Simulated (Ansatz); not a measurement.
**Be2C: the band gap up the ladder of functionals**

One table from this session's results is given with a row withheld; the runs are named, their logs left out.

The runs shown are made with Ansatz 0.2.0. PAW datasets, plane waves. The values are computed, spin-unpolarised, and not measurements.

## Starting point

The cell was relaxed beforehand with r2SCAN.

The symmetry is Fm-3m (No. 225, cubic); a = 4.321 Å in the conventional setting, 6.72 Å³ an atom. Around C lie 8 Be at 1.87 Å; around Be lie 4 C at 1.87 Å.

Coordinates:

```
C Be
1.0
     0.00000    2.16049    2.16049
     2.16049    0.00000    2.16049
     2.16049    2.16049    0.00000
C Be
1 2
Direct
  0.00000 0.00000 0.00000
  0.25000 0.25000 0.25000
  0.75000 0.75000 0.75000
```

Set-up of the first run:

File input.yaml:

```yaml
crystal:
  lattice:
    - [0.0, 2.1604856287, 2.1604856287]
    - [2.1604856287, 0.0, 2.1604856287]
    - [2.1604856287, 2.1604856287, 0.0]
  atoms:
    - { symbol: C, position: [0.0, 0.0, 0.0] }
    - { symbol: Be, position: [0.25, 0.25, 0.25] }
    - { symbol: Be, position: [0.75, 0.75, 0.75] }
kpoints:
  mp_grid: { grid: [10, 10, 10] }
  band_path:
    path:
      - [[0.0, 0.0, 0.0], [0.5, 0.0, 0.5], [0.625, 0.25, 0.625]]
      - [[0.375, 0.375, 0.75], [0.0, 0.0, 0.0], [0.5, 0.5, 0.5], [0.5, 0.25, 0.75], [0.5, 0.0, 0.5]]
    npoints: 10
hamiltonian:
  xc: pbe
scf:
  occupations: { method: fermi_dirac, width: 0.02 }
  n_extra_bands: 4
output:
  forces: true
  stress: true
  eigenvalues: true
```

Steps of the session up to this table: PBE bands along the symmetry lines; Single point with r2SCAN; HSE06 at the same geometry; Quasiparticle levels, G0W0@PBE; Single point with PBE0.

One of the session's tables, all rows but one given; the rest of the session is left out.

| level | gap (eV) |
| --- | --- |
| PBE | 1.17 |
| r2SCAN | 1.53 |
| HSE06 | ? |
| G0W0@PBE (60 empty bands) | 1.86 |
| PBE0 | 2.60 |

**Question.** Estimate the row for HSE06.

As computed: gap (eV): 1.91. In the column «gap (eV)» it lies between G0W0@PBE (60 empty bands) (1.86) and PBE0 (2.60).

Meshes: PBE 10×10×10, r2SCAN 10×10×10, HSE06 8×8×8, PBE0 8×8×8

The gap runs from 1.17 eV (PBE) to 2.60 eV (PBE0). Against G0W0@PBE, PBE is short by 0.69 eV, at 63 % of it, and r2SCAN 82 %. PBE0 lies 0.69 eV above HSE06, which differs from it by screening the long-range exchange. No extrapolation in bands, cutoff or mesh was made for G0W0.

Caveats from the session: Warnings in the runs' records: stress scf threshold loose, stress exchange threshold loose.
